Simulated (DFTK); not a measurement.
## In under changes of volume

One of the cells (26.144 Å³/atom); the others are scaled copies at fixed shape and fractional positions:

```
In
1.0
    -1.62547    1.62547    2.47370
     1.62547   -1.62547    2.47370
     1.62547    1.62547   -2.47370
In
1
Direct
  0.00000 0.00000 0.00000
```

* Program: DFTK 0.8.2
* Functional: PBE
* Potentials or basis: dojo.nc.sr.pbe.v0_5.standard.upf (PBE)
* Cutoff: 952 eV
* k mesh: 6 × 6 × 6
* Occupations: fermi-dirac, width 0.05 eV
* Spin: no spin polarisation

```csv
volume (Å³/atom),energy over the lowest point (meV/atom),pressure (GPa)
24.575,33.61,4.5
25.098,?,?
25.621,11.44,2.4
26.144,4.99,1.5
26.666,1.25,0.7
27.189,0.00,-0.1
27.712,1.04,-0.7
```

What does the run at 25.098 Å³/atom give?

Energy over the lowest point 20.86 meV/atom; pressure 3.4 GPa.

Worked out: A Birch-Murnaghan fit of order 3 (a polynomial in V^(-2/3)) to the other rows has its minimum at 27.21 Å³/atom with B0 = V·E''(V) = 36 GPa and B' = 3.6 at fixed shape and positions, which overstates the stiffness. It gives 20.89 meV/atom at 25.098 Å³/atom, against the run's 20.86, and -dE/dV = 3.4 GPa, against 3.4.

Energies are extrapolated to zero smearing.

Caveats: all runs use coarse meshes.
